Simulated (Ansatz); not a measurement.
# BN (P6_3/mmc), axial (c/a) deformation path

Computed with DFT PBEsol, scalar-relativistic, plane waves, PAW in Ansatz. The runs took a 420 eV cutoff, a Γ-centred 12×12×4 mesh and Gaussian smearing (0.05 eV). No spin polarisation. Energies are free energies at this smearing, counted from the undisturbed cell; pressure is positive in compression.

Zero of the scan (relaxed at this level):

```
B N
1.0
     2.50435    0.00000    0.00000
    -1.25217    2.16883    0.00000
     0.00000    0.00000    7.01910
B N
2 2
Cartesian
  0.0000 1.4459 1.7548
  1.2522 0.7229 5.2643
  0.0000 1.4459 5.2643
  1.2522 0.7229 1.7548
```

The cell holds layers and no dispersion correction was added, so their binding is poorly described.

At fixed volume and fractional coordinates, lengths along (0.000, 0.000, 1.000) are scaled against those across it; ρ is that ratio over its starting value.

```
    ρ  ΔE (meV/atom) pressure (GPa) gap on the mesh (eV)
0.800              ?           -40.8                     ?
0.850          168.0           -31.5                  3.79
0.920           46.0           -17.4                  4.02
0.960           11.3            -8.9                  4.16
1.000            0.0             0.0                  4.27
1.050           16.6            11.5                  4.41
1.100              ?            23.2                     ?
1.200          248.3            47.5                  4.21
1.300          534.4            72.6                  3.99
```

Problem. Give the withheld values.

Solution. ΔE (meV/atom) at ρ = 0.800: 307.0; gap on the mesh (eV) at ρ = 0.800: 3.67; ΔE (meV/atom) at ρ = 1.100: 65.0; gap on the mesh (eV) at ρ = 1.100: 4.47.

Cost: 9 runs of about 0.26 core-minutes in all, on AMD EPYC 7R43 (Zen 3) (shared hosts).